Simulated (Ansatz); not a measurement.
# Zn started on an O site and O started in the widest void in rutile SnO2, 73 atoms, charge +2

Wanted: geometry, formation energy and gap levels of the defect, compared across PBEsol and HSE06.

All numbers are computed with Ansatz 0.2.0 (PAW, plane waves).

**1. The starting cell**

73 atoms (24 Sn, 48 O, 1 Zn); a = 9.538 Å, b = 9.538 Å, c = 9.636 Å, α = 90.00°, β = 90.00°, γ = 90.00°. All atoms were shaken off their sites by about 0.02 Å along each axis. Defect site 1: (0.597, 0.403, 0.500). Defect site 2: (0.858, 0.142, 0.695).

Plan of the steps: (2) PBEsol relaxation at the single k point (¼, ¼, ¼), on 1 × NVIDIA GB300 Max-Q with 8 threads of Arm Neoverse-V2; (3) HSE06 single point at the single k point (¼, ¼, ¼), on 1 × NVIDIA GB300 Max-Q with 8 threads of Arm Neoverse-V2.

**2. Relaxation of the positions (PBEsol)**

in.yaml reads:

```yaml
crystal:
  lattice:
    - [9.538092, 0.000000, 0.000000]
    - [0.000000, 9.538092, 0.000000]
    - [0.000000, 0.000000, 9.636303]
  atoms:
    - { symbol: Sn, position: [0.997919, 0.997778, 0.997601] }
    - { symbol: Sn, position: [0.002411, 0.994439, 0.337988] }
    - { symbol: Sn, position: [0.001345, 0.000350, 0.664756] }
    - { symbol: Sn, position: [0.997017, 0.497332, 0.003190] }
    - { symbol: Sn, position: [0.000566, 0.500702, 0.336919] }
    - { symbol: Sn, position: [0.000888, 0.496944, 0.670173] }
    - { symbol: Sn, position: [0.499990, 0.002475, 0.002580] }
    - { symbol: Sn, position: [0.500996, 0.999788, 0.334396] }
    - { symbol: Sn, position: [0.502017, 0.998968, 0.666985] }
    - { symbol: Sn, position: [0.501405, 0.500354, 0.002086] }
    - { symbol: Sn, position: [0.503635, 0.502103, 0.330850] }
    - { symbol: Sn, position: [0.500510, 0.497112, 0.665081] }
    - { symbol: Sn, position: [0.251479, 0.253001, 0.167987] }
    - { symbol: Sn, position: [0.248881, 0.251530, 0.503181] }
    - { symbol: Sn, position: [0.248610, 0.252882, 0.833678] }
    - { symbol: Sn, position: [0.252496, 0.747441, 0.167381] }
    - { symbol: Sn, position: [0.249802, 0.753673, 0.500041] }
    - { symbol: Sn, position: [0.253352, 0.750792, 0.833403] }
    - { symbol: Sn, position: [0.748398, 0.250246, 0.166785] }
    - { symbol: Sn, position: [0.751896, 0.251441, 0.501408] }
    - { symbol: Sn, position: [0.751390, 0.249554, 0.832200] }
    - { symbol: Sn, position: [0.746734, 0.746774, 0.166791] }
    - { symbol: Sn, position: [0.748164, 0.751745, 0.500987] }
    - { symbol: Sn, position: [0.747253, 0.749652, 0.829331] }
    - { symbol: O, position: [0.148590, 0.153916, 0.993932] }
    - { symbol: O, position: [0.154336, 0.152985, 0.335358] }
    - { symbol: O, position: [0.148904, 0.153634, 0.660443] }
    - { symbol: O, position: [0.153182, 0.656096, 0.998169] }
    - { symbol: O, position: [0.151913, 0.654674, 0.333344] }
    - { symbol: O, position: [0.155279, 0.652029, 0.664151] }
    - { symbol: O, position: [0.652188, 0.151259, 0.001836] }
    - { symbol: O, position: [0.654675, 0.153108, 0.337249] }
    - { symbol: O, position: [0.657231, 0.152742, 0.666868] }
    - { symbol: O, position: [0.650666, 0.655767, 0.999384] }
    - { symbol: O, position: [0.650332, 0.654547, 0.332876] }
    - { symbol: O, position: [0.651840, 0.656916, 0.667051] }
    - { symbol: O, position: [0.348277, 0.345919, 0.000302] }
    - { symbol: O, position: [0.345643, 0.346537, 0.336441] }
    - { symbol: O, position: [0.348977, 0.348831, 0.669507] }
    - { symbol: O, position: [0.348265, 0.846036, 0.998473] }
    - { symbol: O, position: [0.347464, 0.848005, 0.330873] }
    - { symbol: O, position: [0.346030, 0.848208, 0.670581] }
    - { symbol: O, position: [0.847209, 0.345910, 0.001641] }
    - { symbol: O, position: [0.846272, 0.345067, 0.335629] }
    - { symbol: O, position: [0.848071, 0.346322, 0.665663] }
    - { symbol: O, position: [0.845937, 0.845042, 0.000532] }
    - { symbol: O, position: [0.843102, 0.846945, 0.329172] }
    - { symbol: O, position: [0.845571, 0.846895, 0.667645] }
    - { symbol: O, position: [0.097474, 0.403842, 0.167232] }
    - { symbol: O, position: [0.097213, 0.404831, 0.499139] }
    - { symbol: O, position: [0.096341, 0.404448, 0.836108] }
    - { symbol: O, position: [0.095771, 0.902774, 0.166845] }
    - { symbol: O, position: [0.097858, 0.905900, 0.500304] }
    - { symbol: O, position: [0.100127, 0.901083, 0.833893] }
    - { symbol: O, position: [0.592432, 0.404185, 0.170855] }
    - { symbol: O, position: [0.595236, 0.402094, 0.836090] }
    - { symbol: O, position: [0.594176, 0.901946, 0.162332] }
    - { symbol: O, position: [0.594677, 0.901259, 0.501666] }
    - { symbol: O, position: [0.595284, 0.902111, 0.834274] }
    - { symbol: O, position: [0.404646, 0.098240, 0.165435] }
    - { symbol: O, position: [0.401789, 0.101450, 0.497955] }
    - { symbol: O, position: [0.403824, 0.101038, 0.834323] }
    - { symbol: O, position: [0.402228, 0.597183, 0.164011] }
    - { symbol: O, position: [0.405638, 0.594844, 0.499383] }
    - { symbol: O, position: [0.403694, 0.594764, 0.828391] }
    - { symbol: O, position: [0.902609, 0.097292, 0.169423] }
    - { symbol: O, position: [0.903615, 0.093797, 0.498360] }
    - { symbol: O, position: [0.899493, 0.094004, 0.829173] }
    - { symbol: O, position: [0.900067, 0.594834, 0.165881] }
    - { symbol: O, position: [0.902941, 0.600820, 0.498837] }
    - { symbol: O, position: [0.903384, 0.595583, 0.839620] }
    - { symbol: O, position: [0.854974, 0.143905, 0.695573] }
    - { symbol: Zn, position: [0.598372, 0.402387, 0.502316] }
  symmetry: { detect: false }
kpoints:
  mp_grid: { grid: [1, 1, 1], shift: [0.25, 0.25, 0.25] }
hamiltonian:
  xc: pbesol
total_charge: 2
scf:
  occupations: { method: fermi_dirac, width: 0.01 }
relax:
  f_tol: 0.03
  max_steps: 80
  escape_saddle: false
  adjacent_minimum: "off"
output:
  forces: true
  eigenvalues: true
  populations: true
  charged_corrections: { epsilon: 12 }
```

Run with:

```
> ansatz run in.yaml --threads 8 --pin off --max-ram 118750MiB --runs-dir r --events-out ev --progress --plain --backend cuda --devices 0,
```

After this run come: Single point with HSE06.

What does the calculation give? Wanted: for each run, formation energy; host gap; top filled to lowest empty.

The runs gave:

```
             level        time  formation energy (eV)  host gap (eV)  top filled to lowest empty (eV)
PBEsol, relaxation  32 s (GPU)                   3.82           0.90                             1.73
             HSE06  39 s (GPU)                   2.14           2.77                             2.70
```

| quantity | value |
| --- | --- |
| relaxation | 16 recorded steps, 14.97 eV gained |
| largest shift | 1.39 Å (Zn73) |

**What this shows.** Relaxation gains 14.97 eV, with shifts up to 1.39 Å (Zn73). The formation energy at E_F = VBM goes from 3.82 eV (PBEsol) to 2.14 eV (HSE06), as the host gap goes from 0.90 to 2.77 eV. The reservoirs are the elements' reference phases; where the defect changes the composition, the value depends on that choice. HSE06 puts 2 localised levels over 0.1 eV inside the gap, at 0.15 (filled), 1.50 (filled) eV, the tightest of them shared by about 4 atoms. Those within 0.2 eV of an edge lie within the error of lining up the edges. The host's edges were read at Γ, so band-like levels at this k point need not coincide with them. One k point and a cell of this size can leave errors of several tenths of an eV. The dielectric constant of 12 in the correction is an assumed value.
